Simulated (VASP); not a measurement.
Write the native input for VASP 6.6.1 that does the following.

```
Task                   : single point
Functional             : PBE
Potentials or basis    : VASP PAW PBE potentials, release 64 (Be)
Cutoff                 : 520 eV
k mesh                 : 12 × 12 × 5
Occupations            : fermi-dirac, width 0.1 eV
Spin                   : no spin polarisation
Dipole correction      : no
Further INCAR settings : ALGO = Fast; EDIFF = 1e-06; NBANDS = 12
```

The structure of Be lies in POSCAR:

```
Be
1.0
    2.1064200000      1.3921820000      0.0000000000
    2.1064200000     -1.3921820000      0.0000000000
    0.0000000000      0.0000000000     -5.6790580000
Be
4
Direct
    0.1500000000      0.8500000000      0.8830000000
    0.3500000000      0.6500000000      0.3830000000
    0.8500000000      0.1500000000      0.1170000000
    0.6500000000      0.3500000000      0.6170000000
```

The cell was built by a generator and needn't be a form met in nature.

These files were run (other wordings do the same):

INCAR

```
SYSTEM = Be
PREC     = Accurate       ! precision mode
ENCUT    = 520            ! plane-wave cutoff, eV
EDIFF    = 1E-6           ! SCF threshold, eV
ISMEAR   = -1             ! smearing method
SIGMA    = 0.1            ! smearing width, eV
LREAL    = .False.        ! projectors in reciprocal space
LASPH    = .True.         ! aspherical terms in the spheres
NELM     = 80             ! most SCF steps
ALGO     = Fast           ! electronic algorithm
ISIF     = 2              ! what is computed and relaxed
LWAVE    = .False.        ! write WAVECAR
LCHARG   = .True.         ! write CHGCAR
GGA      = PE             ! functional
LELF     = .True.         ! ELF
LVHAR    = .True.       
NBANDS   = 12             ! bands
```

KPOINTS

```
Automatic mesh
0
Gamma
  12 12 5
  0 0 0
```

Potentials or basis: VASP PAW PBE potentials, release 64 (Be).

Run with:

```bash
$ cat potpaw_PBE.64/Be/POTCAR > POTCAR
$ mpirun -np 1 vasp_std > vasp.out
```

Results of the run:

The pressure is 23.4 GPa, the largest force is 6.805 eV/Å and the band gap on the k mesh is none (metal or under the smearing width).

Caveat: so large a pressure means that the cell lies far from this level's equilibrium, or that cutoff or potentials fall short; forces of over 1 eV/Å show positions far from the minimum, so gaps and moduli don't describe the material at rest.

Wall time 29 s on 1 thread of Intel(R) Xeon(R) Platinum 8488C (Sapphire Rapids), on a shared host, peak memory 0.16 GiB.
